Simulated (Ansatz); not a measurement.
# Si24CF7: the cost of one run

Program: Ansatz 0.2.0. Level of theory: DFT PBE+D3(BJ), scalar-relativistic, plane waves, PAW. These are calculated values, not measurements.

3 further runs of the same task are left out: 3 set aside as unsound or not needed.

### 1 The system as given

Symmetry: Pm, No. 6, monoclinic system. The conventional cell has a = 7.667 Å, b = 3.834 Å, c = 24.531 Å, α = 90.00°, β = 90.00°, γ = 90.00°. Si (site symmetry m) is surrounded by 1 F at 1.62 Å. Around Si (site symmetry m) lie 4 Si at 2.28 to 2.45 Å. Around Si (site symmetry m) lie 4 Si at 2.29 to 2.45 Å. Si (site symmetry m) is surrounded by 4 Si at 2.28 to 2.33 Å. Around Si (site symmetry m) lie 4 Si at 2.37 to 2.41 Å. Around Si (site symmetry m) lie 4 Si at 2.33 to 2.41 Å. Si (site symmetry m) has 4 Si at 2.36 to 2.37 Å as nearest neighbours. Only part of the 14 independent sites is listed.

As a file:

```xyz
28
Lattice="7.6672 0.0000 0.0000 0.0000 7.6672 0.0000 0.0000 0.0000 24.5309" Properties=species:S:1:pos:R:3 pbc="T T T"
Si    3.1168    1.9168    9.5040
Si    3.1168    5.7504    9.5040
Si    0.7168    1.9168    9.5040
Si    0.7168    5.7504    9.5040
Si    3.8336    3.8336   10.8594
Si    3.8336    0.0000   10.8594
Si    0.0000    3.8336   10.8594
Si    0.0000    0.0000   10.8594
Si    5.7485    3.8336   12.1029
Si    5.7485    0.0000   12.1029
Si    1.9219    3.8336   12.3150
Si    1.9219    0.0000   12.3150
Si    5.8176    5.7504   13.4211
Si    5.8176    1.9168   13.4211
Si    1.8958    5.7504   13.7028
Si    1.8958    1.9168   13.7028
Si   -0.0948    5.7504   14.9738
Si   -0.0948    1.9168   14.9738
Si    3.9279    5.7504   14.9171
Si    3.9279    1.9168   14.9171
Si    7.1841    0.0000   16.3106
Si    7.1841    3.8336   16.3106
Si    4.9705    0.0000   15.7090
Si    4.9705    3.8336   15.7090
F     3.7182    1.9168    8.0042
F     3.7182    5.7504    8.0042
F     0.1192    1.9168    8.0026
F     0.1192    5.7504    8.0026
```

Miller indices refer to the conventional cell of the relaxed bulk, Fd-3m (No. 227): a = 5.422 Å, b = 5.422 Å, c = 5.422 Å, α = 90.00°, β = 90.00°, γ = 90.00°.

This (100) slab, 6.8 Å thick as cut, with 16 Å of vacuum, in a 2×2 surface cell; its outer planes are Si (top) and Si (bottom), was relaxed beforehand with its lower half held: -18495.4468 eV, work function 4.69 eV (top face), 5.96 eV (bottom face), gap on the mesh 0.10 eV, too small against the smearing to count, dipole along +c 0.413 e·Å per cell.

### 2 CF3, anchor, over a top (Si) site

Input file input.yaml:

```yaml
crystal:
  lattice:
    - [7.6671877233, 0.0, 0.0]
    - [0.0, 7.6671877233, 0.0]
    - [0.0, 0.0, 26.9857873304]
  atoms:
    - { symbol: Si, position: [0.406511102, 0.25, 0.3521853887] }
    - { symbol: Si, position: [0.406511102, 0.75, 0.3521853887] }
    - { symbol: Si, position: [0.093488898, 0.25, 0.3521853887] }
    - { symbol: Si, position: [0.093488898, 0.75, 0.3521853887] }
    - { symbol: Si, position: [0.5, 0.5, 0.4024110905] }
    - { symbol: Si, position: [0.5, 0.0, 0.4024110905] }
    - { symbol: Si, position: [0.0, 0.5, 0.4024110905] }
    - { symbol: Si, position: [0.0, 0.0, 0.4024110905] }
    - { symbol: Si, position: [0.7497588106, 0.5, 0.4484933374] }
    - { symbol: Si, position: [0.7497588106, 0.0, 0.4484933374] }
    - { symbol: Si, position: [0.2506686074, 0.5, 0.4563523286] }
    - { symbol: Si, position: [0.2506686074, 0.0, 0.4563523286] }
    - { symbol: Si, position: [0.7587638807, 0.75, 0.4973390266] }
    - { symbol: Si, position: [0.7587638807, 0.25, 0.4973390266] }
    - { symbol: Si, position: [0.247264962, 0.75, 0.507778917] }
    - { symbol: Si, position: [0.247264962, 0.25, 0.507778917] }
    - { symbol: Si, position: [-0.0123580439, 0.75, 0.554876621] }
    - { symbol: Si, position: [-0.0123580439, 0.25, 0.554876621] }
    - { symbol: Si, position: [0.512298754, 0.75, 0.5527761148] }
    - { symbol: Si, position: [0.512298754, 0.25, 0.5527761148] }
    - { symbol: Si, position: [0.936998234, 0.0, 0.6044147298] }
    - { symbol: Si, position: [0.936998234, 0.5, 0.6044147298] }
    - { symbol: Si, position: [0.648288518, 0.0, 0.5821194344] }
    - { symbol: Si, position: [0.648288518, 0.5, 0.5821194344] }
    - { symbol: F, position: [0.4849549707, 0.25, 0.2966072954] }
    - { symbol: F, position: [0.4849549707, 0.75, 0.2966072954] }
    - { symbol: F, position: [0.0155424772, 0.25, 0.2965489614] }
    - { symbol: F, position: [0.0155424772, 0.75, 0.2965489614] }
    - { symbol: C, position: [0.936998234, 0.0, 0.6814923401], spin: 1.0 }
    - { symbol: F, position: [1.0980429828, 0.0252046046, 0.6983488722] }
    - { symbol: F, position: [0.8346480317, 0.1268665413, 0.6983488722] }
    - { symbol: F, position: [0.8783036875, -0.1520711459, 0.6983488722] }
basis:
  ecutwfc: 420
kpoints:
  mp_grid: { grid: [2, 2, 1] }
hamiltonian:
  xc: pbe
  dispersion: d3bj
scf:
  occupations: { method: gaussian, width: 0.05 }
output:
  forces: true
  eigenvalues: true
  populations: true
  write_density: true
  write_potential: true
  elf: true
  volumetric_format: npy
magnetization:
  spin_polarized: true
relax:
  adjacent_minimum: "off"
  f_tol: 0.04
  max_steps: 100
  constraints: [{ sites: [0, 1, 2, 3, 4, 5, 6, 7] }]
efield:
  axis: 3
  dipole_correction: true
  ramp_width: 0.04
```

Started as:

```sh
ansatz run input.yaml --threads 4 --pin off --max-ram 10240MiB --backend cpu --events-out ev --progress --plain --runs-dir out
```

Q: Estimate wall time and peak memory on 4 threads of Intel Xeon at 2.50GHz (Skylake/Cascade Lake), shared host.

About 17 min, with a peak of 4.2 GiB.
